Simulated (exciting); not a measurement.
# Os (Fm-3m) in exciting: reference runs

Reference runs on Os: the cell as given and a disturbed copy.

Program: exciting (release sodium). These are calculated values, not measurements. Logs are shortened: lines on timing, memory, paths and dates and some standing lists are left out, and cuts for length are marked.

## 1. The crystal as given

Symmetry: Fm-3m, No. 225, cubic system. Conventional cell: a = 3.890 Å, b = 3.890 Å, c = 3.890 Å, α = 90.00°, β = 90.00°, γ = 90.00°. Os (site symmetry m-3m) has 12 Os at 2.75 Å as nearest neighbours.

This isn't the form of Os at room conditions, which is hcp.

## 2. Single point, PBE

input.xml

```xml
<input>
  <title>Os</title>
  <structure speciespath="./" tshift="false">
    <crystal scale="1">
      <basevect>0.000000000000 3.675517312397 3.675517312397</basevect>
      <basevect>3.675517312397 0.000000000000 3.675517312397</basevect>
      <basevect>3.675517312397 3.675517312397 0.000000000000</basevect>
    </crystal>
    <species speciesfile="Os.xml" rmt="2.29">
      <atom coord="0.000000000000 0.000000000000 0.000000000000"/>
    </species>
  </structure>
  <groundstate do="fromscratch" ngridk="12 12 12" rgkmax="8" gmaxvr="14" lmaxapw="10" lmaxmat="10" lmaxvr="8" xctype="GGA_PBE" stype="Fermi Dirac" swidth="0.00183747" nempty="12" ValenceRelativity="iora*" epsengy="1e-06" epspot="1e-06" maxscl="80" tforce="true" outputlevel="normal"/>
</input>
```

Potentials or basis: all-electron LAPW+lo, shipped species files, valence relativity iora*.

The run is started by

```console
$ OMP_NUM_THREADS=1 exciting_smp
```

INFO.OUT:

```text
================================================================================
EXCITING SODIUM started
[... 10 lines left out ...]

 Lattice vectors (cartesian) :
      0.0000000000      3.6755173124      3.6755173124
      3.6755173124      0.0000000000      3.6755173124
      3.6755173124      3.6755173124      0.0000000000

 Reciprocal lattice vectors (cartesian) :
     -0.8547348268      0.8547348268      0.8547348268
      0.8547348268     -0.8547348268      0.8547348268
      0.8547348268      0.8547348268     -0.8547348268

 Unit cell volume                           :      99.3082694146
 Brillouin zone volume                      :       2.4977800429

 Species :    1 (Os)
     parameters loaded from                 :    Os.xml
     name                                   :    osmium
     nuclear charge                         :     -76.00000000
     electronic charge                      :      76.00000000
     atomic mass                            :  346768.07650000
     muffin-tin radius                      :       2.29000000
     # of radial points in muffin-tin       :     450

     atomic positions (lattice) :
[... 7 lines left out ...]
 Number of crystal symmetries               :      48

 k-point grid                               :      12   12   12
 Total number of k-points                   :      72
 k-point set is reduced with crystal symmetries

 R^MT_min * |G+k|_max (rgkmax)              :       8.00000000
 Species with R^MT_min                      :       1 (Os)
 Maximum |G+k| for APW functions            :       3.49344978
 Maximum |G| for potential and density      :      14.00000000

 G-vector grid sizes                        :      24    24    24
 Total number of G-vectors                  :    4645

 Maximum angular momentum used for
     APW functions                          :      10
     computing H and O matrix elements      :      10
     potential and density                  :       8
     inner part of muffin-tin               :       2

 Total nuclear charge                       :     -76.00000000
 Total electronic charge                    :      76.00000000
 Total core charge                          :      46.00000000
 Total valence charge                       :      30.00000000

 Number of empty states                     :      12
 Total number of valence states             :      28

 Maximum Hamiltonian size                   :     103
 Maximum number of plane-waves              :      76
 Total number of local-orbitals             :      27

 Exchange-correlation type                  :      20
[... 23 lines left out ...]
+ SCF iteration number :    1                                                  +
++++++++++++++++++++++++++++++++++++++++++++++++++++++++++++++++++++++++++++++++
 Total energy                               :    -17266.21503361
 _______________________________________________________________
 Fermi energy                               :         0.61157820
 Kinetic energy                             :     19629.43517097
 Coulomb energy                             :    -36554.74185746
 Exchange energy                            :      -336.24016411
 Correlation energy                         :        -4.66818301

 DOS at Fermi energy (states/Ha/cell)       :        12.71534787

 Electron charges :
     core                                   :        46.00000000
     core leakage                           :         0.00000179
     valence                                :        30.00000000
     interstitial                           :         2.65433944
     charge in muffin-tin spheres :
                  atom     1    Os          :        73.34566056
     total charge in muffin-tins            :        73.34566056
     total charge                           :        76.00000000

++++++++++++++++++++++++++++++++++++++++++++++++++++++++++++++++++++++++++++++++
+ SCF iteration number :    2                                                  +
++++++++++++++++++++++++++++++++++++++++++++++++++++++++++++++++++++++++++++++++
 Total energy                               :    -17275.33812701
 _______________________________________________________________
 Fermi energy                               :         0.59381475
 Kinetic energy                             :     19623.84502098
 Coulomb energy                             :    -36558.12259800
 Exchange energy                            :      -336.39230113
 Correlation energy                         :        -4.66824886

 DOS at Fermi energy (states/Ha/cell)       :        13.26770558

 Electron charges :
     core                                   :        46.00000000
     core leakage                           :         0.00000174
     valence                                :        30.00000000
     interstitial                           :         2.59162094
     charge in muffin-tin spheres :
                  atom     1    Os          :        73.40837906
     total charge in muffin-tins            :        73.40837906
     total charge                           :        76.00000000

 RMS change in effective potential (target) :  0.470827E-01  ( 0.100000E-05)
 Absolute change in total energy   (target) :   9.12309      ( 0.100000E-05)
 Charge distance                   (target) :  0.223800E-02  ( 0.100000E-04)
 Abs. change in max-nonIBS-force   (target) :   0.00000      ( 0.500000E-04)

++++++++++++++++++++++++++++++++++++++++++++++++++++++++++++++++++++++++++++++++
+ SCF iteration number :    3                                                  +
++++++++++++++++++++++++++++++++++++++++++++++++++++++++++++++++++++++++++++++++
 Total energy                               :    -17279.26125529
 _______________________________________________________________
 Fermi energy                               :         0.58226365
 Kinetic energy                             :     19621.07494433
 Coulomb energy                             :    -36559.21567593
 Exchange energy                            :      -336.45237610
 Correlation energy                         :        -4.66814760

 DOS at Fermi energy (states/Ha/cell)       :        14.27231144

 Electron charges :
     core                                   :        46.00000000
     core leakage                           :         0.00000172
     valence                                :        30.00000000
     interstitial                           :         2.55773256
     charge in muffin-tin spheres :
                  atom     1    Os          :        73.44226744
     total charge in muffin-tins            :        73.44226744
     total charge                           :        76.00000000
[... 213 lines left out ...]
 DOS at Fermi energy (states/Ha/cell)       :        14.50766452

 Electron charges :
     core                                   :        46.00000000
     core leakage                           :         0.00000171
     valence                                :        30.00000000
     interstitial                           :         2.52971823
     charge in muffin-tin spheres :
                  atom     1    Os          :        73.47028177
     total charge in muffin-tins            :        73.47028177
     total charge                           :        76.00000000

 RMS change in effective potential (target) :  0.153750E-08  ( 0.100000E-05)
 Absolute change in total energy   (target) :  0.902895E-06  ( 0.100000E-05)
 Charge distance                   (target) :  0.117787E-08  ( 0.100000E-04)
 Abs. change in max-nonIBS-force   (target) :   0.00000      ( 0.500000E-04)

++++++++++++++++++++++++++++++++++++++++++++++++++++++++++++++++++++++++++++++++
+ SCF iteration number :   12                                                  +
++++++++++++++++++++++++++++++++++++++++++++++++++++++++++++++++++++++++++++++++
 Total energy                               :    -17281.96296825
 _______________________________________________________________
 Fermi energy                               :         0.56001232
 Kinetic energy                             :     19618.28352106
 Coulomb energy                             :    -36559.10536534
 Exchange energy                            :      -336.47321222
 Correlation energy                         :        -4.66791174

 DOS at Fermi energy (states/Ha/cell)       :        14.50766447

 Electron charges :
     core                                   :        46.00000000
     core leakage                           :         0.00000171
     valence                                :        30.00000000
     interstitial                           :         2.52971823
     charge in muffin-tin spheres :
                  atom     1    Os          :        73.47028177
     total charge in muffin-tins            :        73.47028177
     total charge                           :        76.00000000

 RMS change in effective potential (target) :  0.759133E-09  ( 0.100000E-05)
 Absolute change in total energy   (target) :  0.463486E-06  ( 0.100000E-05)
 Charge distance                   (target) :  0.108315E-09  ( 0.100000E-04)
 Abs. change in max-nonIBS-force   (target) :   0.00000      ( 0.500000E-04)

++++++++++++++++++++++++++++++++++++++++++++++++++++++++++++++++++++++++++++++++
| Convergency criteria checked for the last 2 iterations                       +
| Convergence targets achieved. Performing final SCF iteration                 +
++++++++++++++++++++++++++++++++++++++++++++++++++++++++++++++++++++++++++++++++
 Total energy                               :    -17281.96296842
 _______________________________________________________________
 Fermi energy                               :         0.56001232
 Kinetic energy                             :     19618.28352099
 Coulomb energy                             :    -36559.10536544
 Exchange energy                            :      -336.47321223
 Correlation energy                         :        -4.66791174

 DOS at Fermi energy (states/Ha/cell)       :        14.50766471

 Electron charges :
     core                                   :        46.00000000
     core leakage                           :         0.00000171
     valence                                :        30.00000000
     interstitial                           :         2.52971823
     charge in muffin-tin spheres :
                  atom     1    Os          :        73.47028177
     total charge in muffin-tins            :        73.47028177
     total charge                           :        76.00000000

++++++++++++++++++++++++++++++++++++++++++++++++++++++++++++++++++++++++++++++++
+ Self-consistent loop stopped                                                 +
++++++++++++++++++++++++++++++++++++++++++++++++++++++++++++++++++++++++++++++++
 STATE.OUT is written

--------------------------------------------------------------------------------
- Writing atomic positions and forces                                          -
--------------------------------------------------------------------------------

 Atomic positions (lattice) :
 atom     1  Os  :     0.00000000    0.00000000    0.00000000

 Total atomic forces including IBS (cartesian) :
 atom     1  Os  :     0.00000000    0.00000000    0.00000000

 Atomic force components including IBS (cartesian) :
 atom     1  Os  :     0.00000000    0.00000000    0.00000000   HF force
                 :     0.00000000    0.00000000    0.00000000   core correction
                 :     0.00000000    0.00000000    0.00000000   IBS correction

********************************************************************************
[... 7 lines left out ...]
| EXCITING SODIUM stopped                                                      =
================================================================================
```

Run time: 18 s. Hardware: 1 thread of Intel Xeon 6975P-C (Granite Rapids), shared host; peak memory 0.1 GiB.

Results:

```
Free energy                                       : -470266.1738 eV
Band gap on the k mesh                            : none (metal or under the smearing width)
All electrons inside the program's atomic spheres : Os 73.47 (radii Os 2.29 bohr)
```

Caveat: rgkmax is low for these elements, so energy differences scatter by about 1 meV per atom; the log's total energy holds no entropy term; the free energy is that total less TS from the occupations.

## 3. Single point, PBE (cell strained at random at fixed volume)

input.xml

```xml
<input>
  <title>Os</title>
  <structure speciespath="./" tshift="false">
    <crystal scale="1">
      <basevect>0.060514699689 3.680107457154 3.674209621919</basevect>
      <basevect>3.648424308948 0.035288745651 3.699435575957</basevect>
      <basevect>3.691914465981 3.748821678497 -0.008199521655</basevect>
    </crystal>
    <species speciesfile="Os.xml" rmt="2.29">
      <atom coord="-0.010235000000 -0.000265000000 -0.001314000000"/>
    </species>
  </structure>
  <groundstate do="fromscratch" ngridk="12 12 12" rgkmax="8" gmaxvr="14" lmaxapw="10" lmaxmat="10" lmaxvr="8" xctype="GGA_PBE" stype="Fermi Dirac" swidth="0.00183747" nempty="12" ValenceRelativity="iora*" epsengy="1e-06" epspot="1e-06" maxscl="80" tforce="true" outputlevel="normal"/>
  <properties>
    <chargedensityplot>
      <plot3d>
        <box grid="14 14 14">
          <origin coord="0 0 0"/>
          <point coord="1 0 0"/>
          <point coord="0 1 0"/>
          <point coord="0 0 1"/>
        </box>
      </plot3d>
    </chargedensityplot>
    <elfplot>
      <plot3d>
        <box grid="14 14 14">
          <origin coord="0 0 0"/>
          <point coord="1 0 0"/>
          <point coord="0 1 0"/>
          <point coord="0 0 1"/>
        </box>
      </plot3d>
    </elfplot>
    <exccplot>
      <plot3d>
        <box grid="14 14 14">
          <origin coord="0 0 0"/>
          <point coord="1 0 0"/>
          <point coord="0 1 0"/>
          <point coord="0 0 1"/>
        </box>
      </plot3d>
    </exccplot>
  </properties>
</input>
```

Potentials or basis: all-electron LAPW+lo, shipped species files, valence relativity iora*.

The run is started by

```console
$ OMP_NUM_THREADS=1 exciting_smp
```

It took 6.6 min on 1 thread of Intel Xeon 6975P-C (Granite Rapids), shared host; peak memory 0.11 GiB.

It converged, with:

| Quantity | Value |
| --- | --- |
| Free energy | -470266.1585 eV |
| Band gap on the k mesh | none (metal or under the smearing width) |
| All electrons inside the program's atomic spheres | Os 73.47 (radii Os 2.29 bohr) |

Levels at points of the mesh, in eV from the Fermi level:
| k point | band 13 | band 14 | band 15 | band 16 | band 17 | band 18 |
| --- | --- | --- | --- | --- | --- | --- |
| (0.00, 0.00, 0.00) | -3.10 | -2.95 | -2.55 | -0.14 | 0.11 | 13.54 |
| (0.50, 0.00, 0.00) | -3.23 | -2.92 | -0.04 | 2.17 | 2.44 | 8.69 |
| (0.00, 0.50, 0.00) | -3.23 | -2.82 | -0.18 | 2.04 | 2.44 | 8.50 |
| (0.50, 0.50, 0.00) | -6.50 | 2.11 | 2.21 | 2.79 | 2.99 | 11.33 |
| (0.00, 0.00, 0.50) | -3.19 | -2.73 | -0.43 | 2.02 | 2.30 | 8.12 |
| (0.50, 0.00, 0.50) | -6.49 | 2.08 | 2.17 | 2.78 | 3.00 | 11.34 |
| (0.00, 0.50, 0.50) | -6.51 | 2.15 | 2.40 | 2.90 | 2.93 | 11.44 |
| (0.50, 0.50, 0.50) | -3.28 | -2.66 | -0.39 | 2.06 | 2.30 | 8.18 |

Caveat: rgkmax is low for these elements, so energy differences scatter by about 1 meV per atom; the log's total energy holds no entropy term; the free energy is that total less TS from the occupations. The run has no spin-orbit coupling, so splittings on Os are missing.
